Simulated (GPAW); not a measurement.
# Ti3S4 (P-3m1) in GPAW: reference runs

Aim: a first look at Ti3S4 with PBEsol, on the cell as given.

Everything below comes from runs of GPAW 26.7.0. Logs are shortened: lines on timing, memory, paths and dates and some standing lists are left out, and cuts for length are marked. The log counts tension as positive stress, the text compression.

## Step 1: The crystal as given

It takes space group P-3m1 (No. 164, trigonal). The conventional cell has a = 3.406 Å, b = 3.406 Å, c = 12.086 Å, α = 90.00°, β = 90.00°, γ = 120.00°. Ti (site symmetry -3m) has 6 S at 2.47 Å as nearest neighbours. Ti (site symmetry 3m) has 6 S at 2.42 to 2.53 Å as nearest neighbours. Around S (site symmetry 3m) lie 6 Ti at 2.47 to 2.53 Å. Around S (site symmetry 3m) lie 3 Ti at 2.42 Å.

The cell comes from a database or a generator and needn't be the stable form of this composition.

## Step 2: Single point, PBEsol

File run.py:

```python
from ase import Atoms
from ase.dft.bandgap import bandgap
from ase.io import write
from ase.units import GPa
from gpaw import GPAW, PW, setup_paths

setup_paths.insert(0, '.')

atoms = Atoms(['Ti', 'Ti', 'Ti', 'S', 'S', 'S', 'S'],
              cell=[[3.4064278405, 0.0, 0.0],
                    [-1.7032139202, 2.950053046, 0.0],
                    [0.0, 0.0, 12.08577]],
              scaled_positions=[[0.0, 0.0, 0.5],
                                [0.6666666667, 0.3333333333, 0.755517],
                                [0.3333333333, 0.6666666667, 0.244483],
                                [0.3333333333, 0.6666666667, 0.623655],
                                [0.6666666667, 0.3333333333, 0.376345],
                                [0.6666666667, 0.3333333333, 0.127444],
                                [0.3333333333, 0.6666666667, 0.872556]],
              pbc=True)

calc = GPAW(mode=PW(600),
            xc='PBEsol',
            kpts={'size': (9, 9, 3), 'gamma': True},
            occupations={'name': 'fermi-dirac', 'width': 0.05},
            nbands=53,
            convergence={'density': 1e-05, 'energy': 1e-05},
            maxiter=150,
            txt='gpaw.txt')
atoms.calc = calc
energy = atoms.get_potential_energy()
forces = atoms.get_forces()
stress = atoms.get_stress()
calc.write('gs.gpw')
write('result.traj', atoms)
print(f'Energy: {energy:.6f} eV')
print('Forces (eV/A):')
print(forces.round(4))
print('Stress (GPa):', (stress / GPa).round(3))
print('Fermi level:', round(calc.get_fermi_level(), 4), 'eV')
print(f'Gap: {bandgap(calc)[0]:.4f} eV, direct: {bandgap(calc, direct=True)[0]:.4f} eV')
```

Potentials or basis: PAW data sets generated in the run's folder for this functional, pw.

The run is started by

```
gpaw-setup -f PBEsol S Ti
OMP_NUM_THREADS=1 python run.py
```

gpaw.txt:

```text
__  _  _
 | _ |_)|_||  |
 |__||  | ||/\| - 26.7.0

Input parameters:
  mode=PW(ecut=600.0),
  convergence={'density': 1e-05, 'energy': 1e-05},
  kpts=MonkhorstPack(size=(9, 9, 3), gamma=True),
  maxiter=150,
  nbands=53,
  occupations=Occupations(name='fermi-dirac', width=0.05),
  xc=XC(name='PBEsol')

Diagonalizing LCAO Hamiltonian
Converting LCAO to pw mode

         S

            Ti

         S

       Ti
            S
         Ti

            S

Atoms  # Å, Bohr magnetons
|   | symbol |         x |        y |         z |    initial magnetic moments |
|---|--------|-----------|----------|-----------|-----------------------------|
| 0 |     Ti |  0.000000 | 0.000000 |  6.042885 | ( 0.0000,  0.0000,  0.0000) |
| 1 |     Ti |  1.703214 | 0.983351 |  9.131005 | ( 0.0000,  0.0000,  0.0000) |
| 2 |     Ti | -0.000000 | 1.966702 |  2.954765 | ( 0.0000,  0.0000,  0.0000) |
| 3 |      S | -0.000000 | 1.966702 |  7.537351 | ( 0.0000,  0.0000,  0.0000) |
| 4 |      S |  1.703214 | 0.983351 |  4.548419 | ( 0.0000,  0.0000,  0.0000) |
| 5 |      S |  1.703214 | 0.983351 |  1.540259 | ( 0.0000,  0.0000,  0.0000) |
| 6 |      S | -0.000000 | 1.966702 | 10.545511 | ( 0.0000,  0.0000,  0.0000) |

Unit cell  # Å
| periodic |         x |        y |         z |   lengths |     angles |
|----------|-----------|----------|-----------|-----------|------------|
|      yes |  3.406428 | 0.000000 |  0.000000 |  3.406428 |  90.000000 |
|      yes | -1.703214 | 2.950053 |  0.000000 |  3.406428 |  90.000000 |
|      yes |  0.000000 | 0.000000 | 12.085770 | 12.085770 | 120.000000 |

Number of symmetries: 12
Symmetry operations  # r_c * U_cc + t_c -> r_c
|    | kind |            matrix            |
|----|------|------------------------------|
|  0 |  σ   |  1, 1, 0,  0,-1, 0,  0, 0, 1 |
|  1 |  S6  |  1, 1, 0, -1, 0, 0,  0, 0,-1 |
|  2 |  E   |  1, 0, 0,  0, 1, 0,  0, 0, 1 |
|  3 |  C2  |  1, 0, 0, -1,-1, 0,  0, 0,-1 |
|  4 |  C2  |  0, 1, 0,  1, 0, 0,  0, 0,-1 |
|  5 |  C3  |  0, 1, 0, -1,-1, 0,  0, 0, 1 |
|  6 |  S6  |  0,-1, 0,  1, 1, 0,  0, 0,-1 |
|  7 |  σ   |  0,-1, 0, -1, 0, 0,  0, 0, 1 |
|  8 |  σ   | -1, 0, 0,  1, 1, 0,  0, 0, 1 |
|  9 |  i   | -1, 0, 0,  0,-1, 0,  0, 0,-1 |
| 10 |  C3  | -1,-1, 0,  1, 0, 0,  0, 0, 1 |
| 11 |  C2  | -1,-1, 0,  0, 1, 0,  0, 0,-1 |

BZ-sampling:
  Number of BZ points: 243
  Number of IBZ points: 31

  Monkhorst-Pack size: [9, 9, 3]
  Monkhorst-Pack shift: [0, 0, 0]

K-points  # in reciprocal-cell coordinates
|     |                                coordinates |     weight |
|-----|--------------------------------------------|------------|
|   0 | (  0.00000000,   0.00000000,   0.00000000) | 0.00411523 |
|   1 | (  0.00000000,   0.00000000,   0.33333333) | 0.00823045 |
|   2 | (  0.11111111,   0.00000000,  -0.33333333) | 0.02469136 |
|   3 | (  0.11111111,   0.00000000,   0.00000000) | 0.02469136 |
|   4 | (  0.11111111,   0.00000000,   0.33333333) | 0.02469136 |
|   5 | (  0.22222222,  -0.11111111,   0.00000000) | 0.02469136 |
|   6 | (  0.22222222,  -0.11111111,   0.33333333) | 0.04938272 |
|   7 | (  0.22222222,   0.00000000,  -0.33333333) | 0.02469136 |
|   8 | (  0.22222222,   0.00000000,   0.00000000) | 0.02469136 |
|   9 | (  0.22222222,   0.00000000,   0.33333333) | 0.02469136 |
| ... |                                            |            |
|  30 | (  0.44444444,   0.44444444,   0.33333333) | 0.04938272 |

Plane wave coefficients: 4071
Cutoff: 600.0 eV

Spin-components: 1 (collinear spins)
Bands:           53
Projectors:      38
Spin-degeneracy: 2
Datatype:        complex128

Parallelization:
  kpt:    1
  domain: 1
  band:   1

Density:
  Valence electrons: 60.0
  Components: 1
  Grid points: [20 20 70]
  Charge: 0.0  # |e|

Potential:
  Grid points: [20 20 70]

species:
  Ti:
    name:    Titanium
    Z:       22.0
    valence: 12
    core:    10
    charge:  0.0  # [|e|]
    compensation charges:
      type: gauss
      rc: 0.38  # [Å]
      lmax: 2
    cutoffs:
      filter: 2.23  # [Å]
      core: 1.02  # [Å]
    projectors
    | kind |    occ | energy [eV] | rcut [Å] |
    |------|--------|-------------|----------|
    |   3s |  2.000 |     -62.441 |    1.270 |
    |   4s |  2.000 |      -4.477 |    1.270 |
    |   3p |  6.000 |     -38.776 |    1.058 |
    |   4p |  0.000 |      -1.449 |    1.058 |
    |   3d |  2.000 |      -4.275 |    1.058 |
    |    d |        |      22.937 |    1.058 |

    Using partial waves for Ti as LCAO basis

  S:
    name:    Sulfur
    Z:       16.0
    valence: 6
    core:    10
    charge:  0.0  # [|e|]
    compensation charges:
      type: gauss
      rc: 0.24  # [Å]
      lmax: 2
    cutoffs:
      filter: 1.77  # [Å]
      core: 1.66  # [Å]
    projectors
    | kind |    occ | energy [eV] | rcut [Å] |
    |------|--------|-------------|----------|
    |   3s |  2.000 |     -17.192 |    0.974 |
    |   3p |  4.000 |      -6.978 |    0.979 |
    |    s |        |      10.020 |    0.974 |
    |    p |        |      20.234 |    0.979 |
    |    d |        |       0.000 |    0.900 |

    Using partial waves for S as LCAO basis

Reference energy: -112954.040262  # eV

eigensolver:
  PPCG
  Converge bands: occupied
  niter=2

density mixing:
  MSR1-Mixer
  Pratt-step length: 0.05
  Maximum mixing coefficient: 0.75
  Old densities: 10
  SVD Regularization: 0.005
  Good broyden scale: 1.0
  Trust region scale: 1.0
  Backstep threshold: 4.0
  History deletion threshold: 6.0
  Fourier metric: weight=20.0, sigma=0.015

occupation numbers:
  Fermi-Dirac:
    width: 0.0500  # eV

poisson solver:
  ecut: 4800.0  # eV

xc functional:
  name: PBEsol with 2 nearest neighbor stencil

convergence criteria:
- Maximum integral of absolute [dens]ity change: 1e-05 electrons / valence electron
- Maximum [total energy] change in last 3 cyles: 1e-05 eV / valence electron
- Maximum integral of absolute [eigenst]ate change: 4e-08 eV^2 / valence electron
maximum number of iterations: 150

SCF iterations
|iter     | |      energy | eigst |  dens |
|---------|-|-------------|-------|-------|
|iter:   1| |  -48.808464 | +0.34 |       |
|iter:   2| |  -48.823423 | -1.18 | -1.23 |
|iter:   3| |  -48.705839 | -1.85 | -1.27 |
|iter:   4| |  -48.129650 | -1.68 | -1.32 |
|iter:   5| |  -48.086750 | -2.12 | -1.62 |
|iter:   6| |  -48.110070 | -2.40 | -1.78 |
|iter:   7| |  -48.089680 | -2.70 | -2.06 |
|iter:   8| |  -48.088981 | -3.85 | -2.46 |
|iter:   9| |  -48.089052 | -5.20 | -3.22 |
|iter:  10| |  -48.089032c| -6.09 | -3.66 |
|iter:  11| |  -48.089035c| -7.09 | -4.18 |
|iter:  12| |  -48.089037c| -7.79c| -4.70 |
|iter:  13| |  -48.089036c| -8.40c| -5.24c|

Converged in 13 steps
Energy contributions relative to reference atoms: (reference = -112954.040262)

Energy contributions:
  Kinetic:          36.961681
  Coulomb:         -38.112184
  Zero:              0.286318
  External:          0.000000
  Xc:              -47.202127
  Entropy:          -0.045447
  Spinorbit:         0.000000
  ----------------------------
  Free energy:     -48.111760
  Extrapolated:    -48.089036

dipole moment: (-5.415634, -9.380153, 0.000005)  # |e|*Ang

Fermi level: 7.877
Eigenvalues  # (at kpt = [0.000, 0.000, 0.000])
| band index |      eig [eV] | occ [0-2] |
|------------|---------------|-----------|
|          0 |       -49.689 |     2.000 |
|        ... |               |           |
|         25 |         6.047 |     2.000 |
|         26 |         6.047 |     2.000 |
|         27 |         6.369 |     2.000 |
|         28 |         7.623 |     1.988 |
|         29 |         7.657 |     1.976 |
|         30 |         7.657 |     1.976 |
|         31 |         7.776 |     1.764 |
|         32 |         7.776 |     1.764 |
|         33 |         8.804 |     0.000 |
|         34 |         8.868 |     0.000 |
|         35 |         9.086 |     0.000 |
|         36 |         9.086 |     0.000 |
|         37 |        10.377 |     0.000 |
|         38 |        10.377 |     0.000 |
|         39 |        10.406 |     0.000 |
|         40 |        10.406 |     0.000 |
|        ... |               |           |
|         52 |        18.643 |     0.000 |

No gap
No difference between direct/indirect transitions

Forces  # eV/Ang
|        x |        y |        z |
|----------|----------|----------|
|  0.00000 | -0.00000 |  0.00000 |  # Ti   0
|  0.00000 |  0.00000 | -0.14703 |  # Ti   1
| -0.00000 |  0.00000 |  0.14703 |  # Ti   2
|  0.00000 |  0.00000 | -0.03615 |  # S    3
| -0.00000 | -0.00000 |  0.03615 |  # S    4
|  0.00000 | -0.00000 |  0.17548 |  # S    5
|  0.00000 |  0.00000 | -0.17548 |  # S    6

Stress tensor  # eV/Ang^3
|         x |         y |        z |
|-----------|-----------|----------|
|  0.027714 | -0.000000 | 0.000000 |
| -0.000000 |  0.027714 | 0.000000 |
|  0.000000 |  0.000000 | 0.025578 |

# Writing to gs.gpw (mode='')
```

Wall time 2.7 min (1 thread of Arm Neoverse V1, shared host); peak memory 0.31 GiB.

Results:

- Free energy: -48.1118 eV
- Pressure: -4.3 GPa
- Largest force: 0.175 eV/Å
- Band gap on the k mesh: none (metal or under the smearing width)

Forces on the atoms (eV/Å):
```
Ti   0.000  0.000  0.000
Ti   0.000  0.000 -0.147
Ti   0.000  0.000  0.147
S    0.000  0.000 -0.036
S    0.000  0.000  0.036
S    0.000  0.000  0.175
S    0.000  0.000 -0.175
```

Levels at points of the mesh, in eV from the Fermi level:
| k point | band 26 | band 27 | band 28 | band 29 | band 30 | band 31 | band 32 | band 33 | band 34 | band 35 |
| --- | --- | --- | --- | --- | --- | --- | --- | --- | --- | --- |
| (0.00, 0.00, 0.00) | -1.83 | -1.83 | -1.51 | -0.25 | -0.22 | -0.22 | -0.10 | -0.10 | 0.93 | 0.99 |

Caveat: this functional lacks dispersion, which binds the layers, so the pressure and a relaxed spacing across them are unreliable.
